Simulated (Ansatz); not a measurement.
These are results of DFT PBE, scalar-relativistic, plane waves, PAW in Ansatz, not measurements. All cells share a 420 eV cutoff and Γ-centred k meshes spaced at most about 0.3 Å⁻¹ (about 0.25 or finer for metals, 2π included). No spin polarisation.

Each guess is relaxed in cell and atoms at zero pressure, on a coarse mesh first where it starts far from rest and then on a converged one. The steps can't lower the symmetry of the start, but it can rise. Energies are static (0 K, no zero-point motion).

Two unrelaxed guesses for BaH:

Guess 1.

```xyz
4
Lattice="4.5859 -3.6067 0.0000 4.5859 3.6067 0.0000 -1.6164 0.0000 3.6071" Properties=species:S:1:pos:R:3 pbc="T T T"
Ba    2.2930    1.8033    0.0000
Ba    1.4848   -1.8033    1.8035
H     4.1818   -0.5577    0.9018
H     3.3736    0.5577    2.7053
```

Guess 2.

```xyz
2
Lattice="-2.1482 2.1482 2.1887 2.1482 -2.1482 2.1887 2.1482 2.1482 -2.1887" Properties=species:S:1:pos:R:3 pbc="T T T"
Ba    0.0000    0.0000    0.0000
H     0.0000    0.0000    2.1887
```

Question: Do they relax into the same structure? If not, which is lower?

Answer: No. Guess 2 ends lower, by 77 meV/atom. Guess 1: C2/c at 29.8 Å³/atom → Imma at 26.0 Å³/atom; Guess 2: I4/mmm at 20.2 Å³/atom → Fm-3m (rock salt type) at 24.5 Å³/atom. Counting H atoms around Ba (those within 1.25 times the shortest such distance or 1.15 times the sum of covalent radii, 1.27 where that leaves under three; a plus sign parts nearer from farther groups), the end of guess 1 has Ba 4+2 and the end of guess 2 has Ba 6. End of guess 1. Conventional cell: a = 3.951 Å, b = 7.197 Å, c = 7.325 Å. Ba has 4 H at 2.81 Å and 2 H at 3.32 Å; H has 2 H at 2.75 Å, 4 Ba at 2.81 Å and 2 Ba at 3.32 Å. End of guess 2. Conventional cell: a = 5.807 Å. Around Ba lie 6 H at 2.90 Å; H is surrounded by 6 Ba at 2.90 Å.

Cells without such a test can be saddle points. Shaken at random and relaxed again, the end of guess 2 came back. Neither end is the lowest form computed: that has space group P6_3/mmc (No. 194) and lies 23 meV/atom below the better end. With hydrogen, zero-point motion can shift such differences by 10 meV/atom or more. Some types were kept out of the candidates beforehand, so the set may lack a known form.
